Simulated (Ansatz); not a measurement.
## TePb: the change of pressure with volume scale

Periodic Kohn-Sham DFT of a crystal at fixed atoms, scaled to volume_scale times the given cell; pressure positive in compression, energy less spherical unpolarised free atoms, largest_vzz the field gradient of largest size among the nuclei. The results are calculated, by Ansatz 0.2.0.

The cell before it is scaled or strained (space group Fm-3m, No. 225):
```
TePb
1.0
      0.0000     3.2270     3.2270
      3.2270     0.0000     3.2270
      3.2270     3.2270     0.0000
Te Pb
1 1
Direct
  0.50000 0.50000 0.50000
  0.00000 0.00000 0.00000
```

Settings of every row: method frozen-core PAW; functional PBEsol; relativity scalar; k mesh 10x10x10; filling fermi-dirac; smearing width 0.03 eV; wave cutoff 420 eV; paw set soft_2.

Atom start moment: 0 on all atoms.

Limits: PAW files made with PBE; no spin-orbit coupling on heavy atoms.

```
row  volume scale  V (Å³/atom)  pressure (GPa)
  1          0.94       31.588           2.885
  2          0.96        32.26           1.728
  3          0.98       32.932           0.692
  4          0.99       33.268           0.216
  5             1       33.604          -0.234
  6          1.01       33.941           -0.66
  7          1.02       34.277          -1.062
  8          1.04       34.949               ?
  9          1.06       35.621          -2.467
```

Question: what pressure should row 8 give?

Worked fit of pressure. Take u = (V_r/V)^(2/3) − 1 with V_r = 33.436 Å³ an atom, which is twice the finite (Eulerian) strain; such expansions in the strain, on which the Birch-Murnaghan equation of state is built, carry the rest volume and the bulk modulus. The shown rows have u = 0.03863, 0.02416, 0.01018, 0.00336, -0.00334, -0.00994, -0.01642, -0.04132. Least squares give pressure = −0.0117 + 67.145 × u + 195.28 × u² + 202 × u³ GPa; a parabola predicts inner rows, each left out in turn, worse (root mean square 0.0032 against 0.00062 GPa). The rows lie off it by 0.000, 0.001, 0.000, 0.000, 0.000, 0.000, 0.000, 0.000. The pressure vanishes at u = 0.0002, or V = 33.43 Å³ an atom, and there the bulk modulus at fixed shape and fractions is B = −V dP/dV = (2/3)(1 + u) dP/du = 44.8 GPa. The withheld row has u = -0.02907, so the fit gives −0.0117 + 67.145 × (-0.02907) + 195.28 × (-0.02907)² + 202 × (-0.02907)³ = -1.804 GPa.

The calculation gave -1.804 GPa. The fit meets it to the printed digit.
